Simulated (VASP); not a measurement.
Set up this calculation in VASP 6.6.1, as the native input.

```
Task                   : relaxation of cell and atoms
Functional             : PBE
Potentials or basis    : VASP PAW PBE potentials, release 64 (Ca_sv, O)
Cutoff                 : 600 eV
k mesh                 : 8 × 8 × 8
Occupations            : gaussian, width 0.02 eV
Spin                   : no spin polarisation
Further INCAR settings : ALGO = Fast; EDIFF = 1e-07; IBRION = 2; EDIFFG = -0.005; NSW = 90; ISIF = 3
```

The structure of CaO lies in POSCAR:

```
CaO
1.0
    0.0000000000      2.4535000000      2.4535000000
    2.4535000000      0.0000000000      2.4535000000
    2.4535000000      2.4535000000      0.0000000000
Ca O
1 1
Direct
    0.0000000000      0.0000000000      0.0000000000
    0.5000000000      0.5000000000      0.5000000000
```

These files were run (other wordings do the same):

INCAR

```
ALGO = Fast
EDIFF = 1E-7
EDIFFG = -0.005
ENCUT = 600
GGA = PE
IBRION = 2
ISIF = 3
ISMEAR = 0
LASPH = T
LCHARG = F
LREAL = F
LWAVE = F
NELM = 80
NSW = 90
PREC = Accurate
SIGMA = 0.02
```

KPOINTS

```
k-points
0
Gamma
  8 8 8
```

Potentials or basis: VASP PAW PBE potentials, release 64 (Ca_sv, O).

Launch:

```console
$ cat potpaw_PBE.64/Ca_sv/POTCAR potpaw_PBE.64/O/POTCAR > POTCAR
$ mpirun -np 1 vasp_std > vasp.out
```

Results of the run:

| Quantity | Value |
| --- | --- |
| Relaxed volume | 14.15 Å³/atom |
| Relaxed cell | a = 3.421 Å, b = 3.421 Å, c = 3.421 Å, α = 60.00°, β = 60.00°, γ = 60.00° |
| Space group after relaxing (to 0.05 Å) | Fm-3m (No. 225) |
| Energy gained by relaxing | 8.3 meV/atom |
| Ionic steps | 3 |
| Pressure after relaxing | 0.0 GPa |
| Band gap on the k mesh | 3.64 eV, indirect (least direct gap 4.02 eV) |

It took 48 s on 1 thread of Intel(R) Xeon(R) Platinum 8488C (Sapphire Rapids), on a shared host, peak memory 0.17 GiB.
